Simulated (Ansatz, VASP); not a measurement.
# SiC in VASP and in Ansatz

```
Si C
1.0
     3.07600    0.00000    0.00000
    -1.53800    2.66389    0.00000
     0.00000    0.00000    5.04800
Si C
2 2
Direct
  0.33333 0.66667 0.00594
  0.66667 0.33333 0.49406
  0.33333 0.66667 0.38361
  0.66667 0.33333 0.88639
```

Change from the starting cell: mode 6 (566.1 1/cm) frozen in, largest displacement +0.030 Å.

Alike in both runs: task single point; functional r2SCAN; k mesh 12 × 12 × 6; occupations gaussian, width 0.05 eV; no spin polarisation.

|  | VASP | Ansatz |
| --- | --- | --- |
| version | VASP 6.6.1 | Ansatz 0.2.0 |
| potentials or method | VASP PAW PBE potentials, release 64 (Si, C) | scalar-relativistic, plane waves, PAW |
| plane-wave cutoff (eV) | 520 | 500 |
| valence electrons in the cell | 16 | 16 |

VASP gave:

| Property | Result |
| --- | --- |
| gap on the k mesh at the Fermi level (eV) | 2.70 |
| least direct gap on the mesh (eV) | 4.55 |
| pressure (GPa) | 0.2 |
| largest component of the traceless stress (GPa) | 2.51 |
| rms of the force components (eV/Å) | 0.584 |

Problem. Which values does Ansatz return?

Solution. gap on the k mesh at the Fermi level (eV): 2.69; least direct gap on the mesh (eV): 4.54; pressure (GPa): 0.4; largest component of the traceless stress (GPa): 2.55; rms of the force components (eV/Å): 0.585.

Atom by atom the forces differ by 0.001 eV/Å (rms over components). The functional is the same, so the differences come from potentials, cutoffs and numerics.

Caveats: the PAW data sets were made with another functional, which shifts forces and pressure a little (VASP). A k mesh can miss the band edges.
